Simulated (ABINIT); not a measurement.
# Zn (Im-3m) in ABINIT: optical spectrum with LDA

Aim: the optical spectrum of Zn with LDA.

All numbers are computed with ABINIT 10.8.3 (patched build); they aren't measurements. Logs are shortened: lines on timing, memory, paths and dates and some standing lists are left out, and cuts for length are marked. The log counts tension as positive stress, the text compression.

## (1) The crystal as given

Symmetry: Im-3m, No. 229, cubic system. Conventional cell: a = 3.138 Å, b = 3.138 Å, c = 3.138 Å, α = 90.00°, β = 90.00°, γ = 90.00°. Around Zn (site symmetry m-3m) lie 8 Zn at 2.72 Å.

This isn't the form of Zn at room conditions, which is hcp.

## (2) Optical spectrum, LDA

run.abi reads:

```
# Datasets
ndtset 3

# Pseudopotentials
pp_dirpath "./"
pseudos "Zn.upf"

# Structure
acell 3*1.0
rprim
    -2.9650502094     2.9650502094     2.9650502094
     2.9650502094    -2.9650502094     2.9650502094
     2.9650502094     2.9650502094    -2.9650502094
ntypat 1
znucl 30
natom 1
typat 1
xred
            0.0            0.0            0.0

# Plane-wave basis
ecut 40.0

# k points
ngkpt 16 16 16
nshiftk 2
shiftk
     0.2500000000     0.2500000000     0.2500000000
    -0.2500000000    -0.2500000000    -0.2500000000
istwfk *1

# Exchange and correlation
ixc 7

# Bands and occupations
occopt 4
tsmear 0.1 eV

# SCF cycle
nstep 80

# Output
iomode 3
prteig 0
prtebands 0

# Dataset 1: ground state
nband1 14
tolvrs1 1.0e-12
prtden1 1
prtwf1 0
kptopt1 1

# Dataset 2: empty bands at fixed density
iscf2 -3
getden2 1
nband2 22
nbdbuf2 4
tolwfr2 1.0e-12
nstep2 120
prtden2 0
kptopt2 1

# Dataset 3: wave functions and velocity matrix elements in the full zone
optdriver3 8
wfk_task3 "wfk_optics_fullbz"
getwfk3 2
nband3 18
kptopt3 1
prtevk3 1
inclvkb3 2
```

optic.abi reads:

```
&FILES
 ddkfile_1 = 'runo_DS3_1_EVK.nc',
 ddkfile_2 = 'runo_DS3_2_EVK.nc',
 ddkfile_3 = 'runo_DS3_3_EVK.nc',
 wfkfile = 'runo_DS3_WFK.nc'
/
&PARAMETERS
 broadening = 0.005512,
 domega = 0.002,
 maxomega = 0.8,
 scissor = 0.000000,
 tolerance = 0.002
/
&COMPUTATIONS
 num_lin_comp = 1,
 lin_comp = 11,
 num_nonlin_comp = 0
/
```

Potentials or basis: PseudoDojo NC SR LDA v0.4.1 standard.

The run is started by

```sh
$ abinit run.abi > log 2>&1
$ optic optic.abi > optic.log 2>&1
```

run.abo:

```text
.Version 10.8.3 of ABINIT
 DATASET    1 : space group Im -3 m (#229); Bravais cI (body-center cubic)
================================================================================
 Values of the parameters that define the memory need for DATASET  1.
     intxc =       0    ionmov =       0      iscf =       7    lmnmax =       6
     lnmax =       6     mgfft =      30  mpssoang =       3    mqgrid =    3001
     natom =       1  nloc_mem =       1    nspden =       1   nspinor =       1
    nsppol =       1      nsym =      48    n1xccc =    2501    ntypat =       1
    occopt =       4   xclevel =       1
       mpw =        1275          nfft =       27000          nkpt =         240
================================================================================
================================================================================
[... 13 lines left out ...]
 DATASET    3 : space group Im -3 m (#229); Bravais cI (body-center cubic)
================================================================================
 Values of the parameters that define the memory need for DATASET  3.
     intxc =       0    ionmov =       0      iscf =       7    lmnmax =       6
     lnmax =       6     mgfft =      30  mpssoang =       3    mqgrid =    3001
     natom =       1  nloc_mem =       1    nspden =       1   nspinor =       1
    nsppol =       1      nsym =      48    n1xccc =    2501    ntypat =       1
    occopt =       4   xclevel =       1
       mpw =        1275          nfft =       27000          nkpt =         240
================================================================================
================================================================================

--------------------------------------------------------------------------------
------------- Echo of variables that govern the present computation ------------
--------------------------------------------------------------------------------
 -outvars: echo values of preprocessed input variables --------
            acell      1.0000000000E+00  1.0000000000E+00  1.0000000000E+00 Bohr
              amu      6.53900000E+01
             ecut      4.00000000E+01 Hartree
           getden1          0
           getden2          1
           getden3          0
           getwfk1          0
           getwfk2          0
           getwfk3          2
             iscf1          7
             iscf2         -3
             iscf3          7
              ixc           7
           jdtset        1    2    3
                       outvar_i_n : Printing only first  50 k-points.
         kptrlatt       16    0   16      0   16   16    -16  -16    0
          kptrlen      9.48816067E+01
            natom           1
            nband1         14
            nband2         22
            nband3         18
           nbdbuf1          0
           nbdbuf2          4
           nbdbuf3          0
           ndtset           3
            ngfft          30      30      30
             nkpt         240
            nstep1         80
            nstep2        120
            nstep3         80
             nsym          48
[... 277 lines left out ...]
    1      0.00000000000000     0.00000000000000     0.00000000000000
 length scales=  1.000000000000  1.000000000000  1.000000000000 bohr
              =  0.529177210544  0.529177210544  0.529177210544 angstroms
 Eigenvalues (hartree) for nkpt= 240  k points:
 kpt#   1, nband= 22, wtk=  0.00098, kpt= -0.0156 -0.0156  0.0469 (reduced coord)
  -4.34951   -2.68104   -2.68103   -2.68103   -0.10727   -0.01366   -0.01366   -0.01309
   0.00511    0.00511    0.93478    0.94594    0.94594    1.00523    1.00523    1.02895
   1.08654    1.08654    1.09693    1.13065    1.13065    1.41883
      occupation numbers for kpt#   1
   2.00000    2.00000    2.00000    2.00000    2.00000    2.00000    2.00000    2.00000
   2.00000    2.00000    0.00000    0.00000    0.00000    0.00000    0.00000    0.00000
   0.00000    0.00000    0.00000    0.00000    0.00000    0.00000
 prteigrs : prtvol=0 or 1, do not print more k-points.

--- !EnergyTerms
iteration_state     : {dtset: 2, }
comment             : Components of total free energy in Hartree
kinetic             :  9.20012515467535E+01
hartree             :  6.96475245186545E+01
xc                  : -2.21235438915002E+01
Ewald energy        : -1.22737666902607E+02
psp_core            :  5.12717296172813E+00
local_psp           : -1.82868004097339E+02
non_local_psp       : -4.79629300800816E+01
internal            : -2.08916195944392E+02
'-kT*entropy'       : -2.17883161386041E-06
total_energy        : -2.08916198123224E+02
...

--- !EnergyTermsDC
iteration_state     : {dtset: 2, }
comment             : '"Double-counting" decomposition of free energy'
band_energy         : -2.46139866229464E+01
Ewald energy        : -1.22737666902607E+02
psp_core            :  5.12717296172813E+00
xc_dc               : -6.66917152736492E+01
internal            : -2.08916195837475E+02
'-kT*entropy'       : -2.17883161386041E-06
total_energy_dc     : -2.08916198016306E+02
...

================================================================================
== DATASET  3 ==================================================================

--- !DatasetInfo
iteration_state: {dtset: 3, }
dimensions: {natom: 1, nkpt: 240, mband: 18, nsppol: 1, nspinor: 1, nspden: 1, mpw: 1275, }
cutoff_energies: {ecut:  40.0, pawecutdg:  -1.0, }
electrons: {nelect:   2.00000000E+01, charge:   0.00000000E+00, occopt:   4.00000000E+00, tsmear:   3.67493222E-03, }
meta: {optdriver: 8, wfk_task: 7, }
...

 mkfilename : getwfk/=0, take file _WFK from output of DATASET   2.

 Exchange-correlation functional for the present dataset will be:
  LDA: Perdew-Wang 92 LSD fit to Ceperley-Alder data - ixc=7
  J.P.Perdew and Y.Wang, PRB 45, 13244 (1992)

--------------------------------------------------------------------------------

 Computation of velocity matrix elements (DDK)

 Parameters extracted from the Abinit header:
    ecut:     40.0
    nkpt:    8192
    mband:   22
    nsppol:  1
    nspinor: 1
    useylm:  0
    inclvkb: 2
    bmin: 1, bmax: 22
    Computing diagonal and off-diagonal matrix elements
    Between band index bmin: 1, bmax: 22

== END DATASET(S) ==============================================================
================================================================================

 -outvars: echo values of variables after computation  --------
            acell      1.0000000000E+00  1.0000000000E+00  1.0000000000E+00 Bohr
           etotal1    -2.0891619802E+02
           etotal2    -2.0891619802E+02
           etotal3     0.0000000000E+00
            fcart1    -0.0000000000E+00 -0.0000000000E+00 -0.0000000000E+00
            fcart3     0.0000000000E+00  0.0000000000E+00  0.0000000000E+00
            rprim     -2.9650502094E+00  2.9650502094E+00  2.9650502094E+00
                       2.9650502094E+00 -2.9650502094E+00  2.9650502094E+00
                       2.9650502094E+00  2.9650502094E+00 -2.9650502094E+00
           strten1     2.8971555132E-04  2.8971555132E-04  2.8971555132E-04
                       0.0000000000E+00  0.0000000000E+00  0.0000000000E+00
           strten3     0.0000000000E+00  0.0000000000E+00  0.0000000000E+00
                       0.0000000000E+00  0.0000000000E+00  0.0000000000E+00
 Calculation completed.
```

Run time: 4.6 min. Hardware: 1 thread of Arm Neoverse V2, shared host; peak memory 4 GiB.

What came out:

| Property | Result |
| --- | --- |
| Free energy | -5684.8994 eV |
| Pressure | -8.5 GPa |

Dielectric function (mean over the directions given):
| energy (eV) | real part | imaginary part |
| --- | --- | --- |
| 0.43 | 58.05 | 286.00 |
| 1.09 | -41.44 | 15.87 |
| 1.74 | -10.07 | 5.18 |
| 2.40 | -10.90 | 3.63 |
| 3.05 | -4.56 | 0.87 |
| 3.70 | -1.63 | 0.85 |
| 4.46 | -1.89 | 0.65 |
| 5.12 | -0.52 | 0.23 |
| 5.77 | 0.34 | 0.43 |
| 6.42 | 0.38 | 0.22 |
| 7.08 | 1.16 | 0.37 |
| 7.73 | 1.24 | 0.92 |
| 8.49 | 0.98 | 1.00 |
| 9.14 | 0.85 | 0.96 |
| 9.80 | 0.92 | 1.06 |
| 10.45 | 0.77 | 0.87 |
| 11.10 | 0.90 | 0.91 |
| 11.76 | 0.74 | 0.86 |
| 12.52 | 0.80 | 0.69 |
| 13.17 | 0.77 | 0.68 |
| 13.82 | 0.79 | 0.60 |
| 14.48 | 0.75 | 0.55 |
| 15.13 | 0.93 | 0.51 |
| 15.78 | 0.82 | 0.46 |
| 16.55 | 1.01 | 0.47 |
| 17.20 | 0.94 | 0.50 |
| 17.85 | 0.90 | 0.56 |
| 18.50 | 0.94 | 0.54 |
| 19.16 | 0.91 | 0.61 |
| 19.92 | 0.78 | 0.66 |

Caveat: the intraband (Drude) term is left out; spectra need much finer meshes, so this one isn't converged; independent-particle spectra lack excitons.
